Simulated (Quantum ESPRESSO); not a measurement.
The system is Hf.

```
Hf
1.0
     3.19670    0.00000    0.00000
    -1.59835    2.76842    0.00000
     0.00000    0.00000    5.05780
Hf
2
Direct
  0.66667 0.33333 0.75000
  0.33333 0.66667 0.25000
```

* Program: Quantum ESPRESSO 7.5
* Task: phonons
* Functional: PBE
* Dispersion: D2
* Potentials or basis: SSSP 1.3 efficiency PBE
* Cutoff: 816 eV
* Density cutoff: 3265 eV
* k mesh: 8 × 8 × 4
* Occupations: methfessel-paxton, width 0.272 eV
* Spin: no spin polarisation
* Mixing beta: 0.5
* Most SCF iterations: 120
* SCF threshold: 4e-10 Ry

The cell and the atoms were relaxed first, to 21.30 Å³/atom (a = 3.166 Å, b = 3.166 Å, c = 4.908 Å, α = 90.00°, β = 90.00°, γ = 120.00°), and the response was taken there.

```
CELL_PARAMETERS angstrom
3.16608 0.00000 0.00000
-1.58304 2.74191 0.00000
0.00000 0.00000 4.90759
ATOMIC_POSITIONS crystal
Hf 0.66667 0.33333 0.75000
Hf 0.33333 0.66667 0.25000
```

Problem. Which optical modes does the crystal have at the zone centre, and which show in infrared and Raman spectra?

Solution. The optical modes are E2g + B1g. None is infrared active. Raman active: E2g.

Optical modes at Γ, degenerate ones joined:
```csv
cm⁻¹,components,symmetry,active in
15,2,E2g,Raman
110,1,B1g,silent
```

Caveat: the mesh is thin for the phonons of a metal; pairwise dispersion overbinds metals, which lowers pressure and volume.
